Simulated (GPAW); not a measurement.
Sr:

```
Sr
1.0
     0.00000    3.04235    3.04235
     3.04235    0.00000    3.04235
     3.04235    3.04235    0.00000
Sr
1
Cartesian
  0.0000 0.0000 0.0000
```

* Program: GPAW 26.7.0
* Task: relaxation of cell and atoms
* Functional: PBEsol
* Dispersion: D3
* Potentials or basis: PAW data sets generated in the run's folder for this functional
* Cutoff: 600 eV
* Basis: pw
* k mesh: 8 × 8 × 8
* Occupations: fermi-dirac, width 0.05 eV
* Spin: no spin polarisation

At the start: pressure -1.0 GPa; volume 56.32 Å³/atom.

Q: Where does the relaxation end?

A: Over 4 steps the energy falls by 17.2 meV/atom and the volume is 51.17 Å³/atom (-9.1 %); space group Fm-3m (No. 225, to 0.05 Å).

Step by step:
| step | energy change (eV) | largest force (eV/Å) | pressure (GPa) | volume (Å³) |
| --- | --- | --- | --- | --- |
| 1 | 0.0000 | 0.0000 | -0.95 | 56.32 |
| 2 | -0.0046 | 0.0000 | -0.83 | 55.52 |
| 3 | -0.0172 | 0.0000 | 0.08 | 50.82 |
| 4 | -0.0172 | 0.0000 | -0.01 | 51.17 |

Final structure:
```
CELL_PARAMETERS angstrom
0.00000 2.94672 2.94672
2.94672 0.00000 2.94672
2.94672 2.94672 0.00000
ATOMIC_POSITIONS crystal
Sr 0.00000 0.00000 0.00000
```

Caveat: later steps reuse the first step's grids; pairwise dispersion overbinds metals, which lowers pressure and volume.
